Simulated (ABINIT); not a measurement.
# Al (Fm-3m) in ABINIT: notebook

The runs below take Al through equation of state, band structure, with BP86, PBEsol, WC.

Everything below comes from runs of ABINIT 10.8.3 (patched build). Logs are shortened: lines on timing, memory, paths and dates and some standing lists are left out, and cuts for length are marked. The log counts tension as positive stress, the text compression.

**The experiment to reproduce.**

“The interpretation of polycrystalline coherent inelastic neutron scattering from aluminium”, 2013, pmc:3831299 quotes, for a bulk crystal of Al: bulk modulus 76.9 GPa.

How close the calculation comes is told below.

## (1) The structure

Symmetry: Fm-3m, No. 225, cubic system. The conventional cell has a = 4.050 Å, b = 4.050 Å, c = 4.050 Å, α = 90.00°, β = 90.00°, γ = 90.00°. Al (site symmetry m-3m) is surrounded by 12 Al at 2.86 Å.

## (2) Equation of state, BP86

run.abi reads:

```
# Datasets: one volume each
ndtset 7
getwfk -1
scalecart1 3*0.9795861087
scalecart2 3*0.9864848297
scalecart3 3*0.9932883884
scalecart4 3*1.0000000000
scalecart5 3*1.0066227096
scalecart6 3*1.0131594038
scalecart7 3*1.0196128224

# Pseudopotentials
pp_dirpath "./"
pseudos "Al.upf"

# Structure
acell 5.4112434042 5.4112434042 5.4112434042
rprim
     0.0000000000     0.7071067812     0.7071067812
     0.7071067812     0.0000000000     0.7071067812
     0.7071067812     0.7071067812     0.0000000000
ntypat 1
znucl 13
natom 1
typat 1
xred
     0.0000000000     0.0000000000     0.0000000000

# Plane-wave basis
ecut 544.227725 eV

# k points
kptopt 1
ngkpt 11 11 11
nshiftk 1
shiftk 0.0 0.0 0.0

# Exchange and correlation
ixc -106132

# Bands and occupations
nband 6
occopt 3
tsmear 0.00183747

# SCF cycle
nstep 100
tolvrs 1.0e-10

# Output
iomode 3
prtwf 1
prtden 0
prteig 0
prtebands 0
enunit 1
```

Potentials or basis: PseudoDojo NC SR PBE v0.4.1 standard.

Command:

```console
$ abinit run.abi > log 2>&1
```

run.abo:

```text
.Version 10.8.3 of ABINIT
 DATASET    1 : space group Fm -3 m (#225); Bravais cF (face-center cubic)
================================================================================
 Values of the parameters that define the memory need for DATASET  1.
     intxc =       0    ionmov =       0      iscf =       7    lmnmax =       6
     lnmax =       6     mgfft =      24  mpssoang =       3    mqgrid =    3001
     natom =       1  nloc_mem =       1    nspden =       1   nspinor =       1
    nsppol =       1      nsym =      48    n1xccc =    2501    ntypat =       1
    occopt =       3   xclevel =       2
       mpw =         462          nfft =       13824          nkpt =          56
================================================================================
================================================================================
[... 61 lines left out ...]
 DATASET    7 : space group Fm -3 m (#225); Bravais cF (face-center cubic)
================================================================================
 Values of the parameters that define the memory need for DATASET  7.
     intxc =       0    ionmov =       0      iscf =       7    lmnmax =       6
     lnmax =       6     mgfft =      24  mpssoang =       3    mqgrid =    3001
     natom =       1  nloc_mem =       1    nspden =       1   nspinor =       1
    nsppol =       1      nsym =      48    n1xccc =    2501    ntypat =       1
    occopt =       3   xclevel =       2
       mpw =         532          nfft =       13824          nkpt =          56
================================================================================
================================================================================

--------------------------------------------------------------------------------
------------- Echo of variables that govern the present computation ------------
--------------------------------------------------------------------------------
 -outvars: echo values of preprocessed input variables --------
            acell      5.4112434042E+00  5.4112434042E+00  5.4112434042E+00 Bohr
              amu      2.69815390E+01
             ecut      2.00000000E+01 Hartree
           enunit           1
           getwfk          -1
                       outvar_i_n : Printing only first  50 k-points.
              ixc     -106132
           jdtset        1    2    3    4    5    6    7
                       outvar_i_n : Printing only first  50 k-points.
         kptrlatt       11    0    0      0   11    0      0    0   11
          kptrlen1     5.83085676E+01
          kptrlen2     5.87192048E+01
          kptrlen3     5.91241776E+01
          kptrlen4     5.95236774E+01
          kptrlen5     5.99178855E+01
          kptrlen6     6.03069736E+01
          kptrlen7     6.06911048E+01
            natom           1
            nband           6
           ndtset           7
            ngfft          24      24      24
             nkpt          56
            nstep         100
             nsym          48
           ntypat           1
                       prtocc : prtvol=0, do not print more k-points.
           occopt           3
           prtden           0
        prtebands           0
           prteig           0
            rprim1     0.0000000000E+00  6.9267198023E-01  6.9267198023E-01
                       6.9267198023E-01  0.0000000000E+00  6.9267198023E-01
                       6.9267198023E-01  6.9267198023E-01  0.0000000000E+00
            rprim2     0.0000000000E+00  6.9755011263E-01  6.9755011263E-01
                       6.9755011263E-01  0.0000000000E+00  6.9755011263E-01
                       6.9755011263E-01  6.9755011263E-01  0.0000000000E+00
            rprim3     0.0000000000E+00  7.0236095512E-01  7.0236095512E-01
                       7.0236095512E-01  0.0000000000E+00  7.0236095512E-01
                       7.0236095512E-01  7.0236095512E-01  0.0000000000E+00
            rprim4     0.0000000000E+00  7.0710678120E-01  7.0710678120E-01
                       7.0710678120E-01  0.0000000000E+00  7.0710678120E-01
                       7.0710678120E-01  7.0710678120E-01  0.0000000000E+00
            rprim5     0.0000000000E+00  7.1178974407E-01  7.1178974407E-01
                       7.1178974407E-01  0.0000000000E+00  7.1178974407E-01
                       7.1178974407E-01  7.1178974407E-01  0.0000000000E+00
            rprim6     0.0000000000E+00  7.1641188486E-01  7.1641188486E-01
                       7.1641188486E-01  0.0000000000E+00  7.1641188486E-01
                       7.1641188486E-01  7.1641188486E-01  0.0000000000E+00
            rprim7     0.0000000000E+00  7.2097514092E-01  7.2097514092E-01
                       7.2097514092E-01  0.0000000000E+00  7.2097514092E-01
                       7.2097514092E-01  7.2097514092E-01  0.0000000000E+00
          spgroup         225
           tolvrs      1.00000000E-10
           tsmear      1.83747000E-03 Hartree
            typat      1
                       outvars : Printing only first  50 k-points.
            znucl       13.00000

================================================================================

 chkinp: Checking input parameters for consistency, jdtset=   1.

 chkinp: Checking input parameters for consistency, jdtset=   2.
[... 29 lines left out ...]
 getcut: wavevector=  0.0000  0.0000  0.0000  ngfft=  24  24  24
         ecut(hartree)=     20.000   => boxcut(ratio)=   2.24901

 getcut : COMMENT -
  Note that boxcut > 2.2 ; recall that boxcut=Gcut(box)/Gcut(sphere) = 2
  is sufficient for exact treatment of convolution.
  Such a large boxcut is a waste : you could raise ecut
  e.g. ecut=   25.290235 Hartrees makes boxcut=2

--- Pseudopotential description ------------------------------------------------
- pspini: atom type   1  psp file is ./Al.upf
12 -101130 2 -1 1876                          pspcod,pspxc,lmax,lloc,mmax
     nproj     2     2     2

   1.22442163E+01                                ecore*ucvol(ha*bohr**3)
--------------------------------------------------------------------------------

================================================================================

--- !BeginCycle
iteration_state: {dtset: 1, }
solver: {iscf: 7, nstep: 100, nline: 4, wfoptalg: 0, }
tolerances: {tolvrs: 1.00E-10, }
...
[... 121 lines left out ...]
 getcut: wavevector=  0.0000  0.0000  0.0000  ngfft=  24  24  24
         ecut(hartree)=     20.000   => boxcut(ratio)=   2.23328

 getcut : COMMENT -
  Note that boxcut > 2.2 ; recall that boxcut=Gcut(box)/Gcut(sphere) = 2
  is sufficient for exact treatment of convolution.
  Such a large boxcut is a waste : you could raise ecut
  e.g. ecut=   24.937751 Hartrees makes boxcut=2

--------------------------------------------------------------------------------

-inwffil : will read wavefunctions from disk file runo_DS1_WFK.nc

================================================================================
[... 127 lines left out ...]
 getcut: wavevector=  0.0000  0.0000  0.0000  ngfft=  24  24  24
         ecut(hartree)=     20.000   => boxcut(ratio)=   2.21799

 getcut : COMMENT -
  Note that boxcut > 2.2 ; recall that boxcut=Gcut(box)/Gcut(sphere) = 2
  is sufficient for exact treatment of convolution.
  Such a large boxcut is a waste : you could raise ecut
  e.g. ecut=   24.597297 Hartrees makes boxcut=2

--------------------------------------------------------------------------------

-inwffil : will read wavefunctions from disk file runo_DS2_WFK.nc

================================================================================
[... 127 lines left out ...]
 getcut: wavevector=  0.0000  0.0000  0.0000  ngfft=  24  24  24
         ecut(hartree)=     20.000   => boxcut(ratio)=   2.20310

 getcut : COMMENT -
  Note that boxcut > 2.2 ; recall that boxcut=Gcut(box)/Gcut(sphere) = 2
  is sufficient for exact treatment of convolution.
  Such a large boxcut is a waste : you could raise ecut
  e.g. ecut=   24.268230 Hartrees makes boxcut=2

--------------------------------------------------------------------------------

-inwffil : will read wavefunctions from disk file runo_DS3_WFK.nc

================================================================================
[... 504 lines left out ...]
-Cartesian components of stress tensor (GPa)         [Pressure= -3.1001E+00 GPa]
- sigma(1 1)=  3.10009187E+00  sigma(3 2)=  0.00000000E+00
- sigma(2 2)=  3.10009187E+00  sigma(3 1)=  0.00000000E+00
- sigma(3 3)=  3.10009187E+00  sigma(2 1)=  0.00000000E+00

== END DATASET(S) ==============================================================
================================================================================

 -outvars: echo values of variables after computation  --------
            acell      5.4112434042E+00  5.4112434042E+00  5.4112434042E+00 Bohr
           etotal1    -2.3224298338E+00
           etotal2    -2.3228295817E+00
           etotal3    -2.3230836869E+00
           etotal4    -2.3232068379E+00
           etotal5    -2.3232126737E+00
           etotal6    -2.3231135907E+00
           etotal7    -2.3229211321E+00
            fcart1    -0.0000000000E+00 -0.0000000000E+00 -0.0000000000E+00
            fcart2    -0.0000000000E+00 -0.0000000000E+00 -0.0000000000E+00
            fcart3    -0.0000000000E+00 -0.0000000000E+00 -0.0000000000E+00
            fcart4    -0.0000000000E+00 -0.0000000000E+00 -0.0000000000E+00
            fcart5    -0.0000000000E+00 -0.0000000000E+00 -0.0000000000E+00
            fcart6    -0.0000000000E+00 -0.0000000000E+00 -0.0000000000E+00
            fcart7    -0.0000000000E+00 -0.0000000000E+00 -0.0000000000E+00
            rprim1     0.0000000000E+00  6.9267198023E-01  6.9267198023E-01
                       6.9267198023E-01  0.0000000000E+00  6.9267198023E-01
                       6.9267198023E-01  6.9267198023E-01  0.0000000000E+00
[... 17 lines left out ...]
                       7.2097514092E-01  7.2097514092E-01  0.0000000000E+00
           strten1    -2.1289180492E-04 -2.1289180492E-04 -2.1289180492E-04
                       0.0000000000E+00  0.0000000000E+00  0.0000000000E+00
           strten2    -1.4438209848E-04 -1.4438209848E-04 -1.4438209848E-04
                       0.0000000000E+00  0.0000000000E+00  0.0000000000E+00
           strten3    -8.2805821133E-05 -8.2805821133E-05 -8.2805821133E-05
                       0.0000000000E+00  0.0000000000E+00  0.0000000000E+00
           strten4    -2.7561728918E-05 -2.7561728918E-05 -2.7561728918E-05
                       0.0000000000E+00  0.0000000000E+00  0.0000000000E+00
           strten5     2.1890657620E-05  2.1890657620E-05  2.1890657620E-05
                       0.0000000000E+00  0.0000000000E+00  0.0000000000E+00
           strten6     6.6058980992E-05  6.6058980992E-05  6.6058980992E-05
                       0.0000000000E+00  0.0000000000E+00  0.0000000000E+00
           strten7     1.0536998106E-04  1.0536998106E-04  1.0536998106E-04
                       0.0000000000E+00  0.0000000000E+00  0.0000000000E+00
 Calculation completed.
```

It took 22 s on 1 thread of Arm Neoverse V1, shared host; peak memory 0.11 GiB.

Results:

```
Equilibrium volume                      : 16.79 Å³/atom
Bulk modulus                            : 73 GPa
Pressure derivative of the bulk modulus : 4.6
```

Energy against volume, from the lowest point:
| volume (Å³/atom) | energy (meV/atom) |
| --- | --- |
| 15.607 | 21.30 |
| 15.939 | 10.42 |
| 16.271 | 3.51 |
| 16.603 | 0.16 |
| 16.935 | 0.00 |
| 17.267 | 2.70 |
| 17.599 | 7.93 |

Caveat: pressures at fixed basis lie under the slope of the energies; the potentials were made for another functional, which shifts forces and pressure.

## (3) Band structure, PBEsol

run.abi reads:

```
# Datasets: ground state, then fixed potential
ndtset 2

# Pseudopotentials
pp_dirpath "./"
pseudos "Al.upf"

# Structure
acell 2.8635066922 2.8635066922 2.8635066922 Angstrom
rprim
     0.0000000000     0.7071067812     0.7071067812
     0.7071067812     0.0000000000     0.7071067812
     0.7071067812     0.7071067812     0.0000000000
ntypat 1
znucl 13
natom 1
typat 1
xred
     0.0000000000     0.0000000000     0.0000000000

# Plane-wave basis
ecut 20.0

# Exchange and correlation
ixc -116133

# Bands and occupations
occopt 3
tsmear 0.00183747

# SCF cycle
nstep 100

# Output
iomode 3
prtwf 0
prteig 0
prtebands 0
prtden1 1

# Dataset 1
kptopt1 1
ngkpt1 11 11 11
nshiftk1 1
shiftk1 0.0 0.0 0.0
nband1 6
tolvrs1 1.0e-10

# Dataset 2: bands along G-X-W-K-G-L-U-W-L-K
iscf2 -2
getden2 1
nband2 10
nbdbuf2 2
tolwfr2 1.0e-12
kptopt2 -9
ndivsm2 5
prteig2 1
kptbounds2
     0.0000000000     0.0000000000     0.0000000000
     0.5000000000     0.0000000000     0.5000000000
     0.5000000000     0.2500000000     0.7500000000
     0.3750000000     0.3750000000     0.7500000000
     0.0000000000     0.0000000000     0.0000000000
     0.5000000000     0.5000000000     0.5000000000
     0.6250000000     0.2500000000     0.6250000000
     0.5000000000     0.2500000000     0.7500000000
     0.5000000000     0.5000000000     0.5000000000
     0.3750000000     0.3750000000     0.7500000000
```

Potentials or basis: PseudoDojo NC SR PBEsol v0.4 stringent.

Command:

```console
$ abinit run.abi > log 2>&1
```

Run time: 9.1 s. Hardware: 1 thread of Arm Neoverse V1, shared host; peak memory 0.11 GiB.

It converged, with:

| Property | Result |
| --- | --- |
| Free energy | -63.1403 eV |
| Pressure | -2.1 GPa |
| Band gap on the k mesh | none (metal or under the smearing width) |
| Valence electrons inside the program's atomic spheres | Al 0.87 (radii [1.0584] Å) |

Levels at the corners of the path, in eV from the Fermi level:
| point | band 1 | band 2 | band 3 | band 4 | band 5 | band 6 | band 7 |
| --- | --- | --- | --- | --- | --- | --- | --- |
| Γ | -11.10 | 12.56 | 12.56 | 12.56 | 13.96 | 13.96 | 13.96 |
| X | -2.92 | -1.61 | 5.26 | 5.54 | 5.54 | 8.97 | 25.14 |
| W | -0.85 | -0.85 | 0.16 | 1.06 | 15.73 | 15.73 | 16.21 |
| K | -1.88 | -1.36 | -0.42 | 6.51 | 8.16 | 15.56 | 21.60 |
| Γ | -11.10 | 12.56 | 12.56 | 12.56 | 13.96 | 13.96 | 13.96 |
| L | -4.58 | -4.38 | 11.30 | 11.30 | 11.41 | 11.41 | 15.08 |
| U | -1.88 | -1.36 | -0.42 | 6.51 | 8.16 | 15.56 | 21.60 |
| W | -0.85 | -0.85 | 0.16 | 1.06 | 15.73 | 15.73 | 16.21 |
| L | -4.58 | -4.38 | 11.30 | 11.30 | 11.41 | 11.41 | 15.08 |
| K | -1.88 | -1.36 | -0.42 | 6.51 | 8.16 | 15.56 | 21.60 |

## (4) Equation of state, WC

run.abi reads:

```
# Datasets: one volume each
ndtset 7
getwfk -1
scalecart1 3*0.9795861087
scalecart2 3*0.9864848297
scalecart3 3*0.9932883884
scalecart4 3*1.0000000000
scalecart5 3*1.0066227096
scalecart6 3*1.0131594038
scalecart7 3*1.0196128224

# Pseudopotentials
pp_dirpath "./"
pseudos "Al.upf"

# Structure
acell 2.8635066922 2.8635066922 2.8635066922 Angstrom
rprim
     0.0000000000     0.7071067812     0.7071067812
     0.7071067812     0.0000000000     0.7071067812
     0.7071067812     0.7071067812     0.0000000000
ntypat 1
znucl 13
natom 1
typat 1
xred
     0.0000000000     0.0000000000     0.0000000000

# Plane-wave basis
ecut 544.227725 eV

# k points
kptopt 1
ngkpt 11 11 11
nshiftk 1
shiftk 0.0 0.0 0.0

# Exchange and correlation
ixc 23

# Bands and occupations
nband 6
occopt 3
tsmear 0.00183747

# SCF cycle
nstep 100
tolvrs 1.0e-10

# Output
iomode 3
prtwf 1
prtden 0
prteig 0
prtebands 0
enunit 2
```

Potentials or basis: PseudoDojo NC SR PBEsol v0.4.1 standard.

Command:

```console
$ abinit run.abi > log 2>&1
```

Run time: 20 s. Hardware: 1 thread of Arm Neoverse V1, shared host; peak memory 0.11 GiB.

Results (log left out):

* Equilibrium volume: 16.28 Å³/atom
* Bulk modulus: 82 GPa
* Pressure derivative of the bulk modulus: 4.5

Energy against volume, from the lowest point:
```csv
volume (Å³/atom),energy (meV/atom)
15.607,7.72
15.939,1.92
16.271,0.00
16.603,1.56
16.935,6.24
17.267,13.71
17.599,23.65
```

Caveat: pressures at fixed basis lie under the slope of the energies; the potentials were made for another functional, which shifts forces and pressure.

## (5) Overview

```tsv
task	level	potentials or basis	V0 of scaled cells (Å³/atom)	B0 (GPa)
equation of state	BP86	PseudoDojo NC SR PBE v0.4.1 standard	16.79	73
band structure	PBEsol	PseudoDojo NC SR PBEsol v0.4 stringent	-	-
equation of state	WC	PseudoDojo NC SR PBEsol v0.4.1 standard	16.28	82
```

Alike in all rows: no spin polarisation; cell as given; k mesh 11 × 11 × 11; cutoff (eV) 544; smearing fermi-dirac 0.05 eV.

Caveats: pressures at fixed basis lie under the slope of the energies (some runs); the potentials were made for another functional, which shifts forces and pressure (some runs).

Total energies depend on the potentials used, so only differences within one code and one set of settings carry meaning.

## (6) How close it comes

Step 2. Against the measured bulk modulus of Al, 76.9 GPa (quoted in “The interpretation of polycrystalline coherent inelastic neutron scattering from aluminium”, 2013, pmc:3831299), the calculated 73 GPa is off by -5.0 %. The fit is for a static lattice scaled at fixed shape and fixed fractional positions.

Step 4. Measured bulk modulus of Al: 76.9 GPa (quoted in “The interpretation of polycrystalline coherent inelastic neutron scattering from aluminium”, 2013, pmc:3831299). This calculation gives 82 GPa (+6.5 %). The fit is for a static lattice scaled at fixed shape and fixed fractional positions.
